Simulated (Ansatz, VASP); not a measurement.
One calculation of Cu3O2, two programs

```
Cu O
1.0
    -2.02298    2.02298    3.67362
     2.02298   -2.02298    3.67362
     2.02298    2.02298   -3.67362
Cu O
3 2
Direct
  0.00000 0.00000 0.00000
  0.75000 0.25000 0.50000
  0.25000 0.75000 0.50000
  0.50000 0.00000 0.50000
  0.00000 0.50000 0.50000
```

The cell comes from a database or a generator and needn't be the stable form of this composition.

Alike in both runs: task single point; functional PBE; k mesh 9 × 9 × 9; occupations fermi-dirac, width 0.05 eV; no spin polarisation.

|  | VASP | Ansatz |
| --- | --- | --- |
| version | VASP 6.6.1 | Ansatz 0.2.0 |
| potentials or method | VASP PAW PBE potentials, release 64 (Cu, O) | Ansatz PAW |
| plane-wave cutoff (eV) | 520 | 420 |
| valence electrons in the cell | 45 | 69 |

```tsv
	VASP	Ansatz	Ansatz less VASP
gap on the k mesh at the Fermi level (eV)	none	none	-
pressure (GPa)	1.5	0.7	-0.78
largest component of the traceless stress (GPa)	0.44	0.39	-0.048
```

A gap of «none» marks a metal or a gap that the smearing closes. The two sets of potentials don't hold the same shells in valence.

Caveats: an odd number of electrons without spin polarisation forces a metal; a magnetic or distorted state may lie lower; the run has no spin polarisation, though such a crystal can be magnetic; semilocal functionals often make such compounds metallic where correlation or magnetic order opens a gap, which also shifts bond lengths; the pressure holds a Pulay correction of +0.5 GPa for the finite cutoff (Ansatz).
